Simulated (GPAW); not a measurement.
**InPd: band structure with revPBE**

The system is InPd.

```
In Pd
1.0
     3.27188    0.00000    0.00000
     0.00000    3.27188    0.00000
     0.00000    0.00000    3.27188
In Pd
1 1
Direct
  0.00000 0.00000 0.00000
  0.50000 0.50000 0.50000
```

The cell comes from a database or a generator and needn't be the stable form of this composition.

```
Program             : GPAW 26.7.0
Task                : band structure
Functional          : revPBE
Potentials or basis : the program's PAW data sets (release 1.2.1) made for this functional
Cutoff              : 600 eV
Basis               : pw
k mesh              : 8 × 8 × 8
Occupations         : fermi-dirac, width 0.05 eV
Spin                : no spin polarisation
Maxiter             : 150
Band path           : GXMGRX,MR
Band points         : 100
```

```json
{
 "Pressure": "5.8 GPa",
 "Band gap along the path": "none (metal or under the smearing width)"
}
```

Levels at the corners of the path, in eV from the Fermi level:
```csv
point,band 12,band 13,band 14,band 15,band 16,band 17
Γ,-2.17,-2.17,-2.17,4.32,4.32,4.32
X,-3.16,-3.16,-2.25,-1.03,9.64,9.64
M,-2.58,-2.24,-2.24,-1.62,1.57,2.61
Γ,-2.17,-2.17,-2.17,4.32,4.32,4.32
R,-1.58,-1.58,0.08,3.89,3.89,3.89
X,-3.16,-3.16,-2.25,-1.03,9.64,9.64
M,-2.58,-2.24,-2.24,-1.62,1.57,2.61
R,-1.58,-1.58,0.08,3.89,3.89,3.89
```

Wall time 82 s on 1 thread of Arm Neoverse N1, on a shared host, peak memory 0.28 GiB.

Caveat: spin-orbit coupling is left out, which moves the levels of the heavy elements.
